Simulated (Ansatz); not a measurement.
This log comes from Ansatz, run on ZnO in the rocksalt structure. It starts from the PBE minimum.

The cell given to it:
```
Zn O
1.0
     0.00000    2.16507    2.16507
     2.16507    0.00000    2.16507
     2.16507    2.16507    0.00000
Zn O
1 1
Direct
  0.00000 0.00000 0.00000
  0.50000 0.50000 0.50000
```

Abridged output:
```
Functional definition: SPW92
Crystal: 2 atoms, lattice volume = 20.298 Å³
Basis set: ecut = 420 eV, 411 PW (Γ)
Bands: 13, of which v1, the nominal top of the filled ones, is band 9 counted from 1 (8 counted from 0)
Symmetry: 48 space group operations
Space group: Fm-3m (ITA 225)
k-points: 47 of 1000
preconditioner: auto → none  [insulator: Δε(μ)=0.559 eV  σ=0.020 eV  ℏωp=35.0 eV]
SCF 1 converged in 6 iterations: F = -3801.673665 eV  dr2 = 3.16e-8
relax step 1: F+E_penalty+E_count = -3801.67366505 eV  P = -14.178 GPa  Ω = 20.298 Å³
SCF 2 converged in 6 iterations: F = -3801.742981 eV  dr2 = 3.50e-9
relax step 2: F+E_penalty+E_count = -3801.74298119 eV  P = -5.911 GPa  Ω = 19.309 Å³
SCF 3 converged in 6 iterations: F = -3801.757796 eV  dr2 = 6.81e-9
relax step 3: F+E_penalty+E_count = -3801.75779603 eV  P = +0.900 GPa  Ω = 18.660 Å³
SCF 4 converged in 6 iterations: F = -3801.757493 eV  dr2 = 1.20e-10
relax step 4: F+E_penalty+E_count = -3801.75749337 eV  P = +0.001 GPa  Ω = 18.739 Å³
SCF 5 converged in 6 iterations: F = -3801.750210 eV  dr2 = 3.03e-12
relax step 5: F+E_penalty+E_count = -3801.75021050 eV  P = -0.505 GPa  Ω = 18.739 Å³  (SCF on a basis re-selected at this cell)
SCF 6 converged in 6 iterations: F = -3801.750595 eV  dr2 = 3.84e-11
relax step 6: F+E_penalty+E_count = -3801.75059454 eV  P = -0.000 GPa  Ω = 18.694 Å³
SCF 7 converged in 6 iterations: F = -3801.750344 eV  dr2 = 1.54e-14
relax step 7: F+E_penalty+E_count = -3801.75034352 eV  P = -0.013 GPa  Ω = 18.694 Å³  (SCF on a basis re-selected at this cell)
Free energy (F): -3801.750344 eV
Fermi energy:    11.052234 eV
--- Per-component energies (eV) ---
  E_band       = 85.369674
  E_kinetic    = 307.113559
  E_local      = -1673.737027
  E_nonlocal   = 674.229579
  E_hartree    = 684.846741
  E_xc         = -207.601780
  E_vxc        = -146.384211
  E_paw        = -1909.721201
  E_vpaw       = -445.547737
  E_ewald      = -1678.536307
  E_core_change = 1.654063
--- Stress (GPa, compression-positive) ---
       -0.013387       0.000000       0.000000
        0.000000      -0.013387       0.000000
        0.000000       0.000000      -0.013387
  P = ⅓ Tr σ = -0.0134 GPa (-0.134 kbar)
--- Relaxed structure (5 steps of the walk, 5 accepted, 2 SCFs on fresh bases) ---
  F+E_penalty+E_count = -3801.75034352 eV
  cell:  # Å, volume = 18.6943 Å³
    - [0.000000, 2.106491, 2.106491]
    - [2.106491, 0.000000, 2.106491]
    - [2.106491, 2.106491, 0.000000]
  atoms:
    - { symbol: Zn, position: [0.000000, 0.000000, 0.000000] }
    - { symbol: O, position: [0.500000, 0.500000, 0.500000] }
```

Task: Which of these blocks stood in the input: relax, gw, phonons, dielectric, magnetization (spin_orbit)?

Result: relax. The relax steps with a changing cell volume need the relax block with cell.

Task: Which k mesh was typed?

Result: 10×10×10, Γ-centred.

Task: How were the bands filled?

Result: With smearing of width σ = 0.02 eV (Fermi-Dirac in this run).

Command: `ansatz run input.yaml --threads 2 --pin off --max-ram 2211MiB --backend cpu --events-out ev --progress --plain --runs-dir out`.

Spin-unpolarised throughout. Whether this structure exists isn't addressed.
